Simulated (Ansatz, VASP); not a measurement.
## Two plane-wave programs on SiO2

The input INCAR:

```
SYSTEM = SiO2
PREC = Accurate
ENCUT = 520
EDIFF = 1E-7
ISMEAR = -1
SIGMA = 0.05
LREAL = .False.
LASPH = .True.
NELM = 100
ALGO = Normal
ISIF = 2
LWAVE = .False.
LCHARG = .False.
GGA = PS
NBANDS = 25
KPAR = 2
```

The input KPOINTS:

```
regular mesh
0
Gamma
  6 6 10
  0 0 0
```

POSCAR

```
SiO2
1.0
    4.2331690000      0.0000000000      0.0000000000
    0.0000000000      4.2331690000      0.0000000000
    0.0000000000      0.0000000000      2.6934950000
Si O
2 4
Direct
    0.0000000000      0.0000000000      0.0000000000
    0.5000000000      0.5000000000      0.5000000000
    0.8068390000      0.1931610000      0.5000000000
    0.3068390000      0.3068390000      0.0000000000
    0.1931610000      0.8068390000      0.5000000000
    0.6931610000      0.6931610000      0.0000000000
```

The input input.yaml:

```yaml
crystal:
  lattice:
    - [4.233169, 0.0, 0.0]
    - [0.0, 4.233169, 0.0]
    - [0.0, 0.0, 2.693495]
  atoms:
    - { symbol: Si, position: [0.0, 0.0, 0.0] }
    - { symbol: Si, position: [0.5, 0.5, 0.5] }
    - { symbol: O, position: [0.806839, 0.193161, 0.5] }
    - { symbol: O, position: [0.306839, 0.306839, 0.0] }
    - { symbol: O, position: [0.193161, 0.806839, 0.5] }
    - { symbol: O, position: [0.693161, 0.693161, 0.0] }
hamiltonian:
  xc: pbesol
  pseudopotentials: { kind: paw }
kpoints:
  mp_grid: { grid: [6, 6, 10] }
  band_path:
    path:
      - [[0.0, 0.0, 0.0], [0.0, 0.5, 0.0], [0.5, 0.5, 0.0], [0.0, 0.0, 0.0], [0.0, 0.0, 0.5], [0.0, 0.5, 0.5], [0.5, 0.5, 0.5], [0.0, 0.0, 0.5]]
      - [[0.0, 0.5, 0.0], [0.0, 0.5, 0.5]]
      - [[0.5, 0.5, 0.0], [0.5, 0.5, 0.5]]
    npoints: 14
scf:
  occupations: { method: fermi_dirac, width: 0.05 }
  n_extra_bands: 15
output:
  forces: true
  stress: true
  eigenvalues: true
  fatbands: false
  write_density: true
  write_potential: true
  elf: true
  volumetric_format: npy
```

The cell comes from a database or a generator and needn't be the stable form of this composition.

Alike in both runs: functional PBEsol; k mesh 6 × 6 × 10; occupations fermi-dirac, width 0.05 eV; no spin polarisation.

```csv
,VASP,Ansatz
version,VASP 6.6.1,Ansatz 0.2.0
potentials or method,"VASP PAW PBE potentials, release 64 (Si, O)",Ansatz PAW
plane-wave cutoff (eV),520,420
valence electrons in the cell,32,32
task,single point,band structure
```

Ansatz gave:

| Property | Result |
| --- | --- |
| gap on the k mesh at the Fermi level (eV) | 4.98 |
| least direct gap on the mesh (eV) | 4.98 |
| pressure (GPa) | -6.7 |
| largest component of the traceless stress (GPa) | 0.48 |
| rms of the force components (eV/Å) | 0.019 |

Q: Estimate VASP's values.

A: gap on the k mesh at the Fermi level (eV): 4.99; least direct gap on the mesh (eV): 4.99; pressure (GPa): -6.0; largest component of the traceless stress (GPa): 0.13; rms of the force components (eV/Å): 0.002.

Atom by atom the forces differ by 0.017 eV/Å (rms over components).

Caveats: the PAW data sets were made with another functional, which shifts forces and pressure a little (VASP); the pressure holds a Pulay correction of +1.1 GPa for the finite cutoff (Ansatz); the PAW data sets come from PBE, with cores solved anew for the run's functional, which leaves a small shift of forces and pressure (Ansatz). A k mesh can miss the band edges. PBEsol gaps usually lie below the measured ones, often by a third to a half.
